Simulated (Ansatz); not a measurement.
## Te under changes of volume

One of the cells (31.146 Å³/atom); the others are scaled copies at fixed shape and fractional positions:

```
Te
1.0
     2.30590    1.33131    1.69095
    -2.30590    1.33131    1.69095
     0.00000   -2.66263    1.69095
Te
1
Direct
  0.50000 0.50000 0.50000
```

This isn't the form of Te at room conditions, which is trigonal, of chains.

* Program: Ansatz 0.2.0
* Functional: PBE
* Potentials or basis: Ansatz PAW
* Cutoff: 420 eV (not typed: the program's choice for these potentials)
* k mesh: 9 × 9 × 9
* Occupations: fermi-dirac, width 0.05 eV
* Spin: no spin polarisation

```tsv
volume (Å³/atom)	energy over the lowest point (meV/atom)	pressure (GPa)
29.277	66.13	7.0
29.900	42.24	5.4
30.523	24.23	3.9
31.146	?	?
31.769	3.60	1.5
32.392	0.00	0.4
33.015	0.28	-0.5
```

What does the run at 31.146 Å³/atom give?

Energy over the lowest point 11.52 meV/atom; pressure 2.6 GPa.

Worked out: A Birch-Murnaghan fit of order 3 (a polynomial in V^(-2/3)) to the other rows has its minimum at 32.65 Å³/atom with B0 = V·E''(V) = 50 GPa and B' = 4.3 at fixed shape and positions, which overstates the stiffness. It gives 11.53 meV/atom at 31.146 Å³/atom, against the run's 11.52, and -dE/dV = 2.6 GPa, against 2.6.

Energies are extrapolated to zero smearing.
